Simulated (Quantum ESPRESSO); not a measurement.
AgCl (Chlorargyrite):

```
Ag Cl
1.0
     0.00000    2.73500    2.73500
     2.73500    0.00000    2.73500
     2.73500    2.73500    0.00000
Ag Cl
1 1
Direct
  0.00000 0.00000 0.00000
  0.50000 0.50000 0.50000
```

Base run:

* Program: Quantum ESPRESSO 7.5
* Functional: AM05
* Potentials or basis: SG15 PBE 1.2
* Cutoff: 952 eV
* Density cutoff: 3810 eV
* k mesh: 8 × 8 × 8
* Occupations: fermi-dirac, width 0.05 eV
* Spin: no spin polarisation

Its results: band gap on the k mesh 0.78 eV, indirect (least direct gap 3.23 eV); pressure 0.7 GPa.

Question: After a change of settings the same cell gave: band gap on the k mesh 1.17 eV, indirect (least direct gap 3.53 eV); pressure 7.5 GPa. Which change was it?
A. functional from AM05 to r2SCAN; k mesh from 8 × 8 × 8 to 6 × 6 × 6
B. functional from AM05 to RPBE
C. functional from AM05 to TASK; k mesh from 8 × 8 × 8 to 6 × 6 × 6
D. functional from AM05 to PBE; k mesh from 8 × 8 × 8 to 4 × 4 × 4

Answer: B.

RPBE binds less tightly than AM05, so the same cell stands under more pressure.

Caveats: the potentials were made for another functional, which shifts forces and pressure; this potential file gives levels or pressures that part from those of other sets.

Not every run made on this cell is shown here.
